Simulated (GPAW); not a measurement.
Write an ASE script for GPAW 26.7.0 that does the following.

| Quantity | Value |
| --- | --- |
| Task | single point |
| Functional | PBE |
| Potentials or basis | GPAW PAW data sets (gpaw-data 1.2.1) |
| Cutoff | 600 eV |
| Basis | pw |
| k mesh | 10 × 10 × 8 |
| Occupations | gaussian, width 0.015 eV |
| Spin | no spin polarisation |
| Maxiter | 150 |

The structure of MoP lies in POSCAR:

```
MoP
1.0
    3.2230000000      0.0000000000      0.0000000000
   -1.6115000000      2.7911998764      0.0000000000
    0.0000000000      0.0000000000      3.1910000000
Mo P
1 1
Direct
    0.0000000000      0.0000000000      0.0000000000
    0.3333333333      0.6666666667      0.5000000000
```

The input as run:

run.py

```python
from ase.dft.bandgap import bandgap
from ase.io import read, write
from ase.units import GPa
from gpaw import GPAW, PW

atoms = read('POSCAR')

calc = GPAW(mode=PW(600),
            xc='PBE',
            kpts={'size': (10, 10, 8), 'gamma': True},
            occupations={'name': 'methfessel-paxton', 'order': 0, 'width': 0.015},
            nbands=20,
            convergence={'density': 1e-05, 'energy': 1e-05},
            maxiter=150,
            txt='gpaw.txt')
atoms.calc = calc
energy = atoms.get_potential_energy()
forces = atoms.get_forces()
stress = atoms.get_stress()
calc.write('gs.gpw')
write('result.traj', atoms)
print(f'Energy: {energy:.6f} eV')
print('Forces (eV/A):')
print(forces.round(4))
print('Stress (GPa):', (stress / GPa).round(3))
print('Fermi level:', round(calc.get_fermi_level(), 4), 'eV')
print(f'Gap: {bandgap(calc)[0]:.4f} eV, direct: {bandgap(calc, direct=True)[0]:.4f} eV')
```

Potentials or basis: GPAW PAW data sets (gpaw-data 1.2.1), pw.

Launch:

```bash
$ OMP_NUM_THREADS=1 python run.py
```

Results of the run:

```json
{
  "Pressure": "2.9 GPa",
  "Band gap on the k mesh": "none (metal or under the smearing width)"
}
```

Run time: 21 s on 1 thread of Arm Neoverse V1, with other jobs on the host, peak memory 0.16 GiB.
